Someone who wants to know how far zincblende CdS shrinks under pressure needs its bulk modulus and finds several computed values. They come from density functionals that also disagree about the volume of the crystal. Suppose that only the LDA result is complete, and that for another functional the equilibrium volume alone is known. The missing modulus is to be estimated by hand.

ABINIT 10.8.3, plane-wave Kohn–Sham DFT with PAW datasets for zincblende CdS (2-atom cell), without spin polarisation, spin–orbit coupling or dispersion correction; 8 × 8 × 8 k mesh, Fermi–Dirac smearing of 0.05 eV. Equilibrium volume, bulk modulus and its slope with pressure come from a fit to the energies at seven volumes from 23.32 to 26.30 Å³ per atom.

```tsv
functional	potentials	wave cutoff	equilibrium volume (Å³/atom)	bulk modulus (GPa)	bulk modulus slope
LDA	JTH-PAW-LDA-v2.0	707.496 eV	23.865	68.00	4.630
PBE	JTH-PAW-PBE-v2.0	598.65 eV	26.041	53.30	4.690
PBEsol	JTH-PAW-PBE-v2.0	598.65 eV	24.730	61.60	4.740
r2SCAN	JTH-PAW-PBE-v2.0	707.496 eV	25.419	60.70	4.600
AM05	JTH-PAW-PBE-v2.0	598.65 eV	24.955	58.50	4.720
```

Here $V$ is the equilibrium volume per atom, $B$ the bulk modulus at that volume, and $B'$ the bulk modulus slope, that is, the rise of the modulus per unit of pressure. The subscript 0 marks the LDA row.

**(a) Two functionals give the same crystal different volumes. With what power of the volume should the modulus change?**

*Solution.* Treat the change of functional as an extra pressure $\Delta P$ that acts on the LDA crystal. The crystal expands until its own resistance balances this push. How stiff it is at the new volume depends also on how the push itself varies with volume, so let $\Delta P$ fall off as $V^{-m}$.

Two simple cases mark out the range to expect. If the push is the same at every volume ($m=0$), the new functional merely stretches the LDA crystal. The modulus then falls as it would under real tension, roughly as $V^{-B'}$, with $B'$ about 4.6. If the push fades so quickly that $m=B'$, the stiffness it adds makes up for the softening, and the modulus stays where it was.

The steps to the general case are short. The modulus is $-V\,dP/dV$, so a fading push adds $m\,\Delta P$ to it. Stretching the LDA crystal to the new volume takes away $B'\Delta P$. What remains is

$$B \approx B_0-(B'-m)\,\Delta P .$$

For a small expansion $\Delta P\approx B_0\ln(V/V_0)$, and therefore

$$B\approx B_0\left(\frac{V_0}{V}\right)^{B'-m}.$$

The pressures computed in the same runs show where between these two cases the functionals lie. Relative to LDA, PBE pushes outwards with 6.2 GPa in the most compressed cell and with 5.0 GPa in the most expanded one. The push does fade, with $m$ about 1.8. (The pressures of LDA and r2SCAN lie about a fifth of a GPa below those that follow from their energies; mending this changes $m$ by less than a tenth of its value in every row.) The exponent is then about 2.9 for PBE, its mean over the four functionals other than LDA is 2.8, and for hand use it may be rounded to 3: **one per cent more volume costs about three per cent of the modulus**.

Theory makes the push plausible. Gradient corrections favour uneven densities, and the density becomes more uneven as atoms move apart, so, compared with LDA, these functionals lower the energy of the crystal as it expands. The pressures show that this gain shrinks with each further step of volume. Thinning overlap between neighbours is a reasonable cause, but nothing here tests it.

**(b) Estimate the moduli for PBE and for r2SCAN from the LDA row.**

*Solution.* For PBE the volume ratio is $23.865/26.041=0.916$, and its cube is 0.770. Hence

$$B\approx 68.0\times0.770\approx 52\ \text{GPa}.$$

The full calculation gives 53.3 GPa, so the estimate is 2% low. Had the push been constant, the answer would have been 45 GPa, which is 15% low.

PBE thus has the lowest modulus in the table because its crystal is the largest. When both functionals are held at the same volume, 24.81 Å³ per atom, the order turns round: PBE gives about 67 GPa and LDA about 57 GPa. A low tabulated modulus is therefore no sign that a functional makes the bonds softer at a given length.

For r2SCAN the ratio is $23.865/25.419=0.939$, with the cube 0.828, and the estimate is 56.3 GPa. The calculation gives 60.7 GPa, so the rule is 7% low. The pressures locate the difference: the push of r2SCAN fades faster than that of the other three, with $m$ about 2.7, and the exponent drops to about 1.9. Since these pressures and the modulus describe the same computed curve, this says where the exception sits and doesn't test the rule independently.

Why the push of r2SCAN fades so fast remains open. This functional uses more information about the electrons than a density gradient, which may matter. It was also run with datasets made for PBE. So were PBEsol and AM05, but these are gradient functionals like PBE, so their smaller misses don't rule out an effect of the datasets on r2SCAN. The program warned of very low densities in this row and in the PBE row, with an effect that isn't known.

**(c) How far can the rule be trusted, and where does it stop?**

*Solution.* Starting from LDA, it reproduces PBE, PBEsol and AM05 within 2% of their computed moduli, and r2SCAN is the exception. The exponent was rounded to 3 with all these rows in view, the two worked ones included, so the misses measure how well the rule describes the table, not how well it forecasts. A free power law fitted to all five rows gives an exponent of $2.5\pm0.6$. The data support "about three" and no finer value.

The relative error is roughly the error of the exponent times the relative change of volume, though the first factor isn't known beforehand for a new functional. AM05 would need an exponent nearer 3.4, but its volume is less than 5% above that of LDA, and little harm is done. The worst pairing is AM05 with r2SCAN, where the rule misses by about a tenth and even gets the order wrong, because r2SCAN has both the larger volume and the higher modulus.

The exponent also depends on why the volume differs. If the crystal is really squeezed and the functional stays the same, no fading push is involved. The exponent is then $B'$, and one per cent of volume changes the modulus by almost five per cent. Anyone who corrects for hydrostatic pressure should use this larger figure and keep the cube rule for translating between functionals. Even there the exponent rests on CdS alone, and another compound may need a different one. The rule also leads to the modulus that the other functional would give, not to the measured one: LDA usually makes crystals too small, and PBE usually makes them too large.

A series of different compounds behaves in yet another way. For tetrahedral II–VI crystals a familiar rule, roughly recalled, is $B\approx1500/d^{3.5}$, with $B$ in GPa and the bond length $d$ in Å. It needs no LDA row and comes within 10% of every modulus here. Yet it turns the step from LDA to PBE into a fall of 10%, where the table has 22%. It can supply a first value when none is at hand, but it is too flat to carry that value from one functional to another.

The printed analysis below compares the three estimates for every row and lists the fading of the push.

Output of the analysis:

```
Estimates of the bulk modulus (GPa) and misses (%):
     row  V_LDA/V  its cube  cube rule   miss %  common curve  miss %  bond-length rule  miss %
     LDA        1         1         68        0            68       0             61.28  -9.877
     PBE   0.9164    0.7697      52.34   -1.804          45.4  -14.82             55.35    3.85
  PBEsol    0.965    0.8987      61.11  -0.7935         57.67  -6.387             58.79  -4.561
  r2SCAN   0.9389    0.8276      56.28   -7.289         50.78  -16.35             56.94  -6.202
    AM05   0.9563    0.8746      59.47    1.663          55.3  -5.475             58.17   -0.56
Extra pressure over LDA (GPa) and exponents (zeros in the LDA row have no meaning):
     row  at 23.32 A^3  at 26.30 A^3  fading exponent m  m with offset mended  B' of LDA less m  exponent found  modulus at 24.81 A^3 (GPa)
     LDA             0             0                  0                     0                 0               0                       56.85
     PBE         6.154         4.979              1.765                 1.831             2.865           2.791                       66.72
  PBEsol         2.679         2.204              1.625                 1.771             3.005           2.776                        60.9
  r2SCAN         4.645         3.344              2.734                 2.734             1.896             1.8                        67.5
    AM05         3.169         2.765              1.135                 1.217             3.495           3.369                       60.33
Mean of B' less m over the four rows other than LDA: 2.815
Rms miss of the cube rule, four rows other than LDA (%): 3.866
Rms miss of the common curve, same four rows (%): 11.81
Rms miss of the bond-length rule, all five rows (%): 5.864
Rise of volume from LDA to PBE (%): 9.118
Change of modulus from LDA to PBE, table (%): -21.62
Change of modulus from LDA to PBE, bond-length rule (%): -9.679
Largest miss of the cube rule for any choice of anchor row (%): 9.657
fit of log(B) on 5 rows: constant 4.215 +/- 0.031, coefficient of log(V/V0) -2.532 +/- 0.56; rms 0.0283, worst r2SCAN -0.0507, leave-one-out rms 0.042
```
